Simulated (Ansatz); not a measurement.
Results of RPBE (Ansatz, a quantum-chemistry and plane-wave program, PAW) for skutterudite CoSb₃.

Settings: plane-wave cutoff 520 eV, 6×6×6 k mesh, Fermi–Dirac smearing 0.01 eV, no spin polarisation, scalar-relativistic PAW data made under PBE.

Energies at three volumes about the minimum:

```json
[
 {"V (Å³/atom)": "23.749", "E − E_lowest (meV/atom)": "2.49"},
 {"V (Å³/atom)": "24.233", "E − E_lowest (meV/atom)": "0.00"},
 {"V (Å³/atom)": "24.718", "E − E_lowest (meV/atom)": "2.25"}
]
```

### Question
Fit a parabola by hand: where is the minimum, what lattice constant follows, and what is the bulk modulus?

### Answer
Slopes: (0.00 − 2.49)/(24.233 − 23.749) = -5.145 and (2.25 − 0.00)/(24.718 − 24.233) = 4.639 meV/Å³. Curvature E″ = 2 × (4.639 − (-5.145))/(24.718 − 23.749) = 20.194 meV/Å⁶. From the middle of the first interval, the slope vanishes at V0 = 23.9910 − (-5.145)/20.194 = 24.246 Å³/atom. B = V0 E″ = 24.246 × 20.194 meV/Å³ × 0.1602 GPa per meV/Å³ = 78.4 GPa. With 32 atoms in the cube, a = (32 × 24.246)^(1/3) = 9.189 Å. The full Birch–Murnaghan fit to all volumes gives V0 = 24.236 Å³/atom and B0 = 78.1 GPa.

Shape and atoms are relaxed at each volume.

Measured, for comparison: bulk modulus 95 ± 5 GPa (room temperature, not corrected to a static lattice, our sources range from 85.0 to 95.0; as tabulated in Alexeev et al. (2016), arXiv:1601.07731); lattice constant a 9.037 Å (room temperature, not corrected to a static lattice; as tabulated in Alexeev et al. (2016), arXiv:1601.07731). Computed (rounded) less measured: bulk modulus -18 % (-8 % to -18 % over the range).

Note: the bulk modulus comes from volumes at which shape and atoms were relaxed.
